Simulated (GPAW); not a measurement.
As:

```
CELL_PARAMETERS angstrom
2.70368 0.00000 0.00000
0.00000 2.70368 0.00000
0.00000 0.00000 2.70368
ATOMIC_POSITIONS crystal
As 0.50000 0.50000 0.50000
```

This isn't the form of As at room conditions, which is rhombohedral.

| Quantity | Value |
| --- | --- |
| Program | GPAW 26.7.0 |
| Task | relaxation of cell and atoms |
| Functional | PBEsol |
| Dispersion | D3 |
| Potentials or basis | PAW data sets generated in the run's folder for this functional |
| Cutoff | 600 eV |
| Basis | pw |
| k mesh | 10 × 10 × 10 |
| Occupations | fermi-dirac, width 0.05 eV |
| Spin | no spin polarisation |

At the start: pressure -2.7 GPa; volume 19.76 Å³/atom.

Q: Where does the relaxation end?

A: Over 3 steps the energy falls by 5.1 meV/atom and the volume is 19.16 Å³/atom (-3.1 %); space group Pm-3m (No. 221, to 0.05 Å).

The path:
```csv
step,energy change (eV),largest force (eV/Å),pressure (GPa),volume (Å³)
1,0.0000,0.0000,-2.72,19.76
2,-0.0037,0.0000,-1.49,19.48
3,-0.0051,0.0000,0.05,19.16
```

Final structure:
```
As
1.0
     2.67566    0.00000    0.00000
     0.00000    2.67566    0.00000
     0.00000    0.00000    2.67566
As
1
Cartesian
  1.3378 1.3378 1.3378
```

Caveat: later steps reuse the first step's grids; pairwise dispersion overbinds metals, which lowers pressure and volume.
